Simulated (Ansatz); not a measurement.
Born–Oppenheimer molecular dynamics of a periodic cell of 21 atoms, Ti4Pb5O12 (host TiPbO3, host structure Pm-3m, interstitial Pb). It starts from a relaxed structure.

All numbers below come from DFT PBEsol, scalar-relativistic, plane waves, PAW in Ansatz. Settings: accuracy low, cutoff 420 eV, k mesh 2x2x2, fermi-dirac smearing 0.02 eV, no spin polarisation.

```
ensemble                      : NVE (velocity Verlet)
time step                     : 1 fs
steps asked                   : 40
starting velocities drawn for : 1800 K
seed                          : 856987
```

First frame:

```xyz
21
Lattice="-3.9646 3.9646 3.9646 3.9646 -3.9646 3.9646 3.9646 3.9646 -3.9646" Properties=species:S:1:pos:R:3
Ti 1.945 2.034 1.931
Pb 0.051 0.045 -0.006
O -0.057 1.761 1.831
O 2.099 0.043 1.700
O 1.785 2.307 -0.097
Ti 1.903 2.123 -2.060
Pb 0.296 0.031 4.250
O 3.836 -2.161 2.103
O -1.905 4.042 2.059
O 2.104 1.808 3.836
Ti 1.931 -1.934 1.946
Pb -0.003 4.008 0.054
O 3.867 2.307 -2.176
O 1.696 4.008 2.101
O -2.136 1.761 3.909
Ti -2.037 1.922 1.930
Pb 3.888 -1.224 -0.074
O 3.940 2.271 2.009
O 1.689 4.019 -2.273
O 2.008 -1.698 3.942
Pb 3.812 1.301 -0.148
```

Task: What does the run give?

Result: All steps were run.

```yaml
steps_done: 40
time_covered: 40 fs
mean_temperature_over_the_second_half: 1004 K
spread_of_the_potential_energy_over_the_second_half: 5.1 meV per atom
mean_potential_energy_of_the_second_half_above_the_start: 98.0 meV per atom
```

The conserved energy stayed within 0.17 meV per atom of its start (net change 0.1 meV per atom), so the integration is sound. A run of 0.04 ps of so small a system gives no equilibrium averages. Limits of this set-up: coarse k mesh, low accuracy level.

Task: What happens to the structure?

Result: Mean squared displacements from the first frame to the last, about the centre of mass: Ti 0.06 Å², Pb 0.04 Å², O 0.09 Å². This is one draw of velocities; another would differ in detail.

Task: How do temperature and energy run in time?

Result: 
```
time (fs)  T (K)  potential energy less start (eV)  conserved less start (meV/atom)
      0.0   1800                             0.000                             0.00
      2.0   1776                             0.063                             0.00
      4.0   1705                             0.246                             0.01
      6.0   1595                             0.531                             0.04
      8.0   1458                             0.885                             0.07
     10.0   1312                             1.263                             0.11
     12.0   1177                             1.613                             0.14
     14.0   1071                             1.889                             0.16
     16.0   1003                             2.065                             0.16
     18.0    975                             2.136                             0.15
     20.0    979                             2.124                             0.12
     22.0   1003                             2.063                             0.10
     24.0   1031                             1.989                             0.07
     26.0   1052                             1.934                             0.06
     28.0   1058                             1.918                             0.05
     30.0   1047                             1.948                             0.06
     32.0   1022                             2.013                             0.08
     34.0    991                             2.093                             0.09
     36.0    963                             2.167                             0.10
     38.0    943                             2.218                             0.11
     40.0    933                             2.243                             0.10
```

The run took 8.2 min on 2 threads of AMD EPYC 7571, with other jobs on the host, peak memory 0.92 GiB.
